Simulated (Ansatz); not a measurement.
# Al2Pt: the cost of one run

Program: Ansatz 0.2.0. Level of theory: DFT PBEsol, scalar-relativistic, plane waves, PAW. These are calculated values, not measurements.

6 further runs of the same task are left out: 6 set aside as unsound or not needed.

## 1. The starting structure

The structure is cubic, space group Fm-3m (No. 225). The conventional cell has a = 5.897 Å, b = 5.897 Å, c = 5.897 Å, α = 90.00°, β = 90.00°, γ = 90.00°. Around Al (site symmetry -43m) lie 4 Pt at 2.55 Å. Pt (site symmetry m-3m) has 8 Al at 2.55 Å as nearest neighbours.

Coordinates:

```xyz
3
Lattice="0.0000 2.9483 2.9483 2.9483 0.0000 2.9483 2.9483 2.9483 0.0000" Properties=species:S:1:pos:R:3 pbc="T T T"
Al    1.4741    1.4741    1.4741
Al    4.4224    4.4224    4.4224
Pt    0.0000    0.0000    0.0000
```

It is the result of an earlier relaxation at this level (volume 17.08 Å³/atom; gap on the mesh: none (metal)).

## 2. What is varied

Gamma surface: rigid slide across a plane, one fault a cell; the plane is (1 1 1) of the conventional cell, and the faces at the cut hold Al and Al.

The axes are (1) slide along a1: 12 values from 0.000 to 0.917, periodic; (2) slide along a2: 12 values from 0.000 to 0.917, periodic.

Nothing else is relaxed (rigid halves, spacing across the cut fixed). Energies count from the perfect crystal. Points are written as (first, second).

The two vectors of the plane (Å): (2.948, -2.948, 0.000); (2.948, 0.000, -2.948).

## 3. The run at (2/12, 2/12) of the map's two axes

Contents of input.yaml:

```yaml
crystal:
  lattice:
    - [2.9482572969, -2.9482572969, 0.0]
    - [2.9482572969, 0.0, -2.9482572969]
    - [6.879267026, 5.4051383776, 5.4051383776]
  atoms:
    - { symbol: Al, position: [0.5972194444, 0.5972194444, 0.4166833333] }
    - { symbol: Al, position: [0.9861083333, -0.0138916667, 0.08335] }
    - { symbol: Al, position: [0.2083305556, 0.2083305556, 0.7500166667] }
    - { symbol: Al, position: [0.5138861111, 0.5138861111, 0.9166833333] }
    - { symbol: Al, position: [0.902775, -0.097225, 0.58335] }
    - { symbol: Al, position: [0.2916638889, 0.2916638889, 0.2500166667] }
    - { symbol: Pt, position: [0.2499972222, 0.2499972222, 0.5000166667] }
    - { symbol: Pt, position: [0.6388861111, 0.6388861111, 0.1666833333] }
    - { symbol: Pt, position: [0.8611083333, -0.1388916667, 0.83335] }
basis:
  ecutwfc: 420
kpoints:
  mp_grid: { grid: [11, 11, 4] }
hamiltonian:
  xc: pbesol
scf:
  occupations: { method: gaussian, width: 0.15 }
output:
  forces: true
  stress: true
  eigenvalues: true
```

Command:

```bash
$ ansatz run input.yaml --threads 2 --pin off --max-ram 4096MiB --backend cpu --events-out ev --progress --plain --runs-dir out
```

Q: Estimate wall time and peak memory on 2 threads of AMD EPYC 9R45 (Zen 5), shared host.

About 9.3 s, with a peak of 0.91 GiB.
